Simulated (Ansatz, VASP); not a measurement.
# BiN: VASP beside Ansatz, part 2 of 2

Aim: how closely do two programs agree when they are given the same cell, functional and k mesh? The cell is generated by rule, not measured, and may not be a known phase. The cell is taken from a series of runs on this material, whose earlier steps may have relaxed, scaled, displaced or heated it; both programs get it as it stands.

VASP 6.6.1 and Ansatz 0.2.0.

So far: The starting structure; VASP: relaxation of cell and atoms, PBEsol.

The structure was built from a prototype and need not be the compound's stable phase.

### Step 3. Ansatz: relaxation of cell and atoms, PBEsol

Level of this step: Ansatz beside VASP: Kohn-Sham DFT, plane waves, PBEsol (Ansatz).

Ansatz runs on its default PAW (the set named soft_2) files.

The same cell, functional, mesh and smearing now go to Ansatz, which takes its cutoff from its data sets.

File input.yaml:

```yaml
crystal:
  lattice:
    - [3.0777465547, -6.8210386759, 0.0]
    - [3.0777465547, 6.8210386759, 0.0]
    - [0.0, 0.0, 3.4723867405]
  atoms:
    - { symbol: Bi, position: [0.3774703751, 0.1041113058, 0.25] }
    - { symbol: Bi, position: [0.1041113058, 0.3774703751, 0.75] }
    - { symbol: Bi, position: [0.8958886942, 0.6225296249, 0.25] }
    - { symbol: Bi, position: [0.6225296249, 0.8958886942, 0.75] }
    - { symbol: "N", position: [0.7301474344, 0.2698525656, 0.75] }
    - { symbol: "N", position: [0.2698525656, 0.7301474344, 0.25] }
    - { symbol: "N", position: [0.0924946424, 0.9075053576, 0.75] }
    - { symbol: "N", position: [0.9075053576, 0.0924946424, 0.25] }
kpoints:
  mp_grid: { grid: [6, 6, 10] }
hamiltonian:
  xc: pbesol
scf:
  occupations: { method: methfessel_paxton, width: 0.15 }
output:
  forces: true
  stress: true
  eigenvalues: true
relax:
  adjacent_minimum: "off"
  f_tol: 0.001
  max_steps: 60
  cell: { stress_tol: 0.01 }
```

On the command line:

```
$ ansatz run input.yaml --threads 4 --pin off --max-ram 7168MiB --backend cpu --events-out ev --progress --plain --runs-dir out
```

Numbers of over 12 decimals in the logs are rounded to 6 here.

The program printed:

```text
Engine: ansatz 0.2.0, aarch64-unknown-linux-gnu
Pseudopotentials: kind: paw
Pseudopotential: Bi, paw, valence charge 15, recommended cutoff 420 eV (normal), Bi.paw.azcp
Pseudopotential: N, paw, valence charge 5, recommended cutoff 420 eV (normal), N.paw.azcp
Functional definition: PBEsol
  exchange = pbesol_x
  correlation = pbesol_c
Crystal: 8 atoms, lattice volume = 145.795 Å³
Basis set: ecut = 420 eV, 2859 PW (Γ), exchange–correlation on 108×108×48 points (8 copies of the dense FFT grid, shifted against one another)
Bands: 48, of which v1, the nominal top of the filled ones, is band 40 counted from 1 (39 counted from 0)
Symmetry: 8 space group operations
Space group: Cmcm (ITA 63), of the structure as read, at distance tolerance 5.3e-5 Å
k-points: 78 of 360
Non-local potential: Bi, projectors of the file, l = 0: 2, l = 1: 2, l = 2: 2, l = 3: 2
Non-local potential: N, projectors of the file, l = 0: 2, l = 1: 2, l = 2: 1
PAW form: soft (Blöchl's): semilocal exchange-correlation on the pseudo side does not see the compensation charge
PAW frozen core: Bi, regenerated for the run's functional, and the local potential with it (the file was generated under x = pbe(κ = 0.804, μ = 0.219515), c = pbe(β = 0.066725))
PAW frozen core: N, regenerated for the run's functional, and the local potential with it (the file was generated under x = pbe(κ = 0.804, μ = 0.219515), c = pbe(β = 0.066725))
PAW one-centre angular grid: Bi, 590 points (default); XC on 64 Gauss nodes
PAW one-centre angular grid: N, 110 points (default); XC on 64 Gauss nodes
Initial density: superposition of atomic densities (neutral atoms: chi_scale 0, normalization atom), corrected by the library's trained network
Initial wavefunctions: pseudopotential atomic-orbital guess
Functional: x = pbesol(κ = 0.804, μ = 0.123457), c = pbesol(β = 0.046)
SCF iter   1: F=—  HF=-50474.509873 eV  |F-HF|=—  |Δ(HF+E_count)|=         —  Δρ=1.31e-2  dr2=2.90e-1  ethr=1.77e-3  ⟨swp⟩=5.9  Hψ=14207  notcnv=0
preconditioner: auto → Kerker (q_TF=auto, 2.469 Å⁻¹)  [metal: Δε(μ)=0.041 eV  Ē_g=17.516 eV  σ=0.150 eV  W_gap=0.23  n_scr=32 (ndim 8)  ℏωp=27.5 eV  f_vac=0.025  D(μ)=0.65/eV (n_scr^D=0)]
SCF iter   2: F=—  HF=-50474.458848 eV  |F-HF|=—  |Δ(HF+E_count)|=   5.10e-2  S|Δr|=    0.00e0  Δρ=2.89e-3  dr2=8.02e-3  ethr=3.62e-4  ⟨swp⟩=2.0  Hψ=5491  notcnv=0  defer=133
SCF iter   3: F=—  HF=-50474.457642 eV  |F-HF|=—  |Δ(HF+E_count)|=   1.21e-3  S|Δr|=    0.00e0  Δρ=1.45e-3  dr2=2.28e-3  ethr=1.00e-5  ⟨swp⟩=2.0  Hψ=4970  notcnv=0  defer=133
SCF iter   4: F=—  HF=-50474.457353 eV  |F-HF|=—  |Δ(HF+E_count)|=   2.88e-4  S|Δr|=    0.00e0  Δρ=4.37e-4  dr2=2.84e-4  ethr=2.85e-6  ⟨swp⟩=3.0  Hψ=6893  notcnv=0  defer=133
SCF iter   5: F=—  HF=-50474.457337 eV  |F-HF|=—  |Δ(HF+E_count)|=   1.61e-5  S|Δr|=    0.00e0  Δρ=2.79e-4  dr2=2.35e-4  ethr=3.55e-7  ⟨swp⟩=2.0  Hψ=5039  notcnv=0  defer=133
SCF iter   6: F=—  HF=-50474.457319 eV  |F-HF|=—  |Δ(HF+E_count)|=   1.78e-5  S|Δr|=    0.00e0  Δρ=5.85e-5  dr2=1.39e-5  ethr=2.94e-7  ⟨swp⟩=2.0  Hψ=4089  notcnv=0  defer=133
SCF iter   7: F=—  HF=-50474.457371 eV  |F-HF|=—  |Δ(HF+E_count)|=   5.13e-5  S|Δr|=    0.00e0  Δρ=2.08e-5  dr2=2.06e-6  ethr=1.73e-8  ⟨swp⟩=2.1  Hψ=4248  notcnv=0  defer=132
SCF iter   8: F=—  HF=-50474.457371 eV  |F-HF|=—  |Δ(HF+E_count)|=   6.35e-8  S|Δr|=    0.00e0  Δρ=6.66e-6  dr2=2.65e-7  ethr=2.58e-9  ⟨swp⟩=2.0  Hψ=4324  notcnv=0  defer=132
SCF iter   9: F=-50474.457371 eV  HF=-50474.457371 eV  |F-HF|=2.13e-8  |Δ(HF+E_count)|=   1.76e-8  S|Δr|=    0.00e0  Δρ=2.50e-6  dr2=3.52e-8  ethr=1.25e-10  ⟨swp⟩=10.1  Hψ=15469  notcnv=0
SCF 1 converged in 9 iterations: F = -50474.457371 eV  dr2 = 3.52e-8
  greatest PAW one-centre occupation: 0.990 electrons in one spin orbital (limit 2), on the Bi atom at site 2 (counted from 0), in its partial waves of l = 2
relax step   1: F+E_penalty+E_count = -50474.45737063 eV  Δ(F+E_penalty+E_count) = +0.000e0 eV  max|allowed force component| = 4.654e-3 eV/Å  Δτ_max = 0.0000 Å  P = -0.006 GPa  Ω = 145.795 Å³  (9 SCF iters, dr2 threshold 1.00e-7 eV, accepted)
[...]
relax step   9: F+E_penalty+E_count = -50474.45713050 eV  Δ(F+E_penalty+E_count) = +2.877e-5 eV  max|allowed force component| = 1.342e-4 eV/Å  Δτ_max = 0.0001 Å  P = +0.000 GPa  Ω = 146.137 Å³  energy of the carried Pulay correction = -2.794e-4 eV  (7 SCF iters, dr2 threshold 1.82e-10 eV, accepted)
[...]
relax step  10: F+E_penalty+E_count = -50474.45741168 eV  Δ(F+E_penalty+E_count) = -2.812e-4 eV  max|allowed force component| = 1.173e-4 eV/Å  Δτ_max = 0.0000 Å  P = +0.001 GPa  Ω = 146.137 Å³  stress off target by 4.85e-3 GPa  SCF on the basis re-selected at this cell (its energy is not comparable with the rows above)  (7 SCF iters)
basis re-selected at this cell: Δ(F+E_penalty+E_count) = -2.812e-4 eV, ΔP = +0.001 GPa vs the last step (what re-selecting the basis moved, of the pressure what is left beyond the Pulay correction that the steps carried, after the strain that the cell walked since its last selection, with what the two solves' SCF thresholds leave and, on support functions, any second-order correction that the steps lacked; it is no m [...]
SCF converged after 7 iterations
Stability not checked: this state was not tested for a lower state beside it, because cold or Methfessel-Paxton smearing, or corrected tetrahedra, fill the levels in a way that the test cannot read (fill_not_monotonic; see scf.lower_state_search)
Free energy (F): -50474.457412 eV
Harris-Foulkes:  -50474.457412 eV  (|F-HF|=7.28e-12)
Internal energy: -50474.458687 eV  (E = F + TS)
E sigma→0 (E₀):  -50474.457730 eV
Entropy (-TS):   0.001275 eV (0.159 meV/atom)
Fermi energy:    11.656197 eV
Step filling:    the computed levels leave a gap of 0.0150 eV = 0.1 smearing widths at the electron count; against every level under it full and every level over it empty, smearing changes F+E_penalty+E_count by -0.086 meV and its σ→0 estimate by -0.405 meV
--- Per-component energies (eV) ---
  E_band       = -263.431524
  E_kinetic    = 1714.771398
  E_local      = -6756.106267  (includes V_loc(G=0)·N_el)
  E_nonlocal   = 2445.302222
  E_hartree    = 2218.711322
  E_xc         = -837.856209
  E_vxc        = -878.557627  (∫ρ·V_xc dr)
  E_paw        = -42527.236134  (= ΣΔE_a)
  E_vpaw       = -1226.262477  (= ΣTr[D̂ρ^β])
  E_aug_tail   = -0.001384  (compensation charges beyond the density's cutoff)
  E_ewald      = -6732.515039
  E_core_change = 0.471404  (= ΣΔE_core)
  E_smearing   = 0.001275  (= −TS)
  E_closure    = 0.000000  (closes the sum)
  Σ components = -50474.457412   (vs F -50474.457412, Δ=0.00e0)
--- Forces (eV/Å), atoms counted from 1 ---
  atom   1  Bi     0.00007927     0.00007976     0.00000000
  atom   2  Bi     0.00007927    -0.00007976     0.00000000
  atom   3  Bi    -0.00007927     0.00007976     0.00000000
  atom   4  Bi    -0.00007927    -0.00007976     0.00000000
  atom   5  N      0.00000000    -0.00007780     0.00000000
  atom   6  N      0.00000000     0.00007780     0.00000000
  atom   7  N      0.00000000    -0.00011734     0.00000000
  atom   8  N      0.00000000     0.00011734     0.00000000
  max |Σ_I F_I| component: 1.36e-20 eV/Å
--- Stress (GPa, compression-positive) ---
       -0.000173       0.000000       0.000000
        0.000000       0.004848       0.000000
        0.000000       0.000000      -0.000618
  P = ⅓ Tr σ = 0.0014 GPa (0.014 kbar)
--- Band table (eV; the first three rows and the last of 78) ---
  k-point 0: bands = [... 36 lower, 10.3597, 10.3913, 10.7435, 11.7212, 11.7686, 12.3958, 13.1075, 13.2787, ... 4 higher]
  k-point 1: bands = [... 36 lower, 10.0586, 10.3072, 11.2536, 11.3179, 11.9816, 12.7188, 13.0169, 13.4454, ... 4 higher]
  k-point 2: bands = [... 36 lower, 9.9634, 10.0032, 10.6596, 11.3616, 12.4286, 13.0270, 13.5735, 13.6599, ... 4 higher]
  k-point 77: bands = [... 36 lower, 9.0461, 9.0461, 10.7930, 10.7930, 12.2017, 12.2017, 14.2696, 14.2696, ... 4 higher]
--- Relaxed structure (8 steps of the walk, 6 accepted, 2 SCFs on fresh bases) ---
  F+E_penalty+E_count = -50474.45741168 eV   max|allowed force component| = 1.173e-4 eV/Å   (the final SCF, on the basis selected at the relaxed cell)
  cell:  # Å, volume = 146.1368 Å³
    - [3.077902, -6.841143, 0.0]
    - [3.077902, 6.841143, 0.0]
    - [0.0, 0.0, 3.470132]
  atoms:
    - { symbol: Bi, position: [0.377753, 0.103776, 0.250000] }
    - { symbol: Bi, position: [0.103776, 0.377753, 0.750000] }
    - { symbol: Bi, position: [0.896224, 0.622247, 0.250000] }
    - { symbol: Bi, position: [0.622247, 0.896224, 0.750000] }
    - { symbol: N, position: [0.730301, 0.269699, 0.750000] }
    - { symbol: N, position: [0.269699, 0.730301, 0.250000] }
    - { symbol: N, position: [0.092848, 0.907152, 0.750000] }
    - { symbol: N, position: [0.907152, 0.092848, 0.250000] }
```

The column dr2 measures how far the density is from self-consistency, as an energy; F and HF (Harris–Foulkes) agree once it is small.

### Step 4. Side by side

Known differences besides the potentials themselves: the cutoff is 420 eV in Ansatz and 600 eV in VASP; Ansatz makes its cores anew for this functional, VASP keeps those of its PBE data sets; Ansatz adds a Pulay correction to the stress that steers its cell, VASP none. Total energies have different zeros and are not compared.

Compared:

```
                                         quantity  Ansatz    VASP  difference
                                      volume (Å³)  146.14  145.41     +0.50 %
edge a after relaxation, in the typed setting (Å)   7.502   7.465     +0.49 %
edge c after relaxation, in the typed setting (Å)   3.470   3.474     -0.10 %
```

### Step 5. Outcome

| Quantity | Value |
| --- | --- |
| difference in volume (relaxation of cell and atoms, PBEsol) | 0.50 % |

The difference in volume is 0.50 % (relaxation of cell and atoms, PBEsol), within the 1.2 % picked in this series as the mark of a large difference, as far as the stopping tolerances let one tell. Such differences can come from data sets, numerical settings and the points named under the comparisons, not from the functional's error against experiment.

[Lines on the potential files, build, host, timing and source positions are cut from VASP's logs without a mark.]

[Logs are printed without paths, hosts, clocks, repeated set-up lines and the standing remarks that a program may print on its own settings, such as how far it seeks lower states.]

[Hosts, paths, dates, database ids (printed as entryN), source tags and the programs' standing remarks are cut or masked in the printed files.]
